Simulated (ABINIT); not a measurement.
The system is SnO2.

```xyz
3
Lattice="1.6171 0.9336 4.8006 -1.6171 0.9336 4.8006 0.0000 -1.8673 4.8006" Properties=species:S:1:pos:R:3 pbc="T T T"
Sn    0.0000    0.0000    7.2009
O     0.0000    0.0000   10.9861
O     0.0000    0.0000    3.4157
```

Measurements of this composition are mostly on another form, of space group No. 136.

```yaml
Program: ABINIT 10.8.3 (patched build)
Task: relaxation of cell and atoms
Functional: LDA
Potentials_or_basis: PseudoDojo NC SR LDA v0.4.1 standard
Cutoff: 1143 eV
k_mesh: 8 × 8 × 8
Occupations: fermi-dirac, width 0.05 eV
Spin: no spin polarisation
```

At the start: pressure -8.7 GPa; volume 14.50 Å³/atom.

Task: How do energy, volume and symmetry change on relaxing?

Result: Over 15 steps the energy falls by 44.3 meV/atom and the volume is 12.11 Å³/atom (-16.5 %); space group R-3m (No. 166, to 0.05 Å).

The path:
| step | energy change (eV) | largest force (eV/Å) | pressure (GPa) | volume (Å³) |
| --- | --- | --- | --- | --- |
| 1 | 0.0000 | 0.6558 | -8.70 | 43.49 |
| 2 | -0.0543 | 0.2982 | -4.43 | 42.34 |
| 3 | -0.0707 | 0.0891 | 0.18 | 41.24 |
| 4 | -0.0718 | 0.0770 | -0.13 | 41.26 |
| 5 | -0.0804 | 0.1002 | -1.59 | 40.98 |
| 6 | -0.0871 | 0.2047 | -1.90 | 40.35 |
| 7 | -0.0950 | 0.3789 | -1.35 | 39.18 |
| 8 | -0.1015 | 0.5269 | -0.12 | 37.78 |
| 9 | -0.1071 | 0.5686 | 1.41 | 36.42 |
| 10 | -0.1178 | 0.4124 | 2.20 | 35.61 |
| 11 | -0.1325 | 0.0020 | 0.49 | 36.05 |
| 12 | -0.1328 | 0.0068 | 0.07 | 36.31 |
| 13 | -0.1328 | 0.0036 | 0.03 | 36.32 |
| 14 | -0.1328 | 0.0016 | 0.02 | 36.31 |
| 15 | -0.1328 | 0.0002 | 0.00 | 36.32 |

Final structure:
```xyz
3
Lattice="1.6076 0.9282 4.0564 -1.6076 0.9282 4.0564 0.0000 -1.8563 4.0564" Properties=species:S:1:pos:R:3 pbc="T T T"
Sn    0.0000    0.0000    6.0846
O     0.0000    0.0000    9.1825
O     0.0000    0.0000    2.9867
```

Caveat: the volume moved by over 15 % at a fixed basis, so the end points are rough.
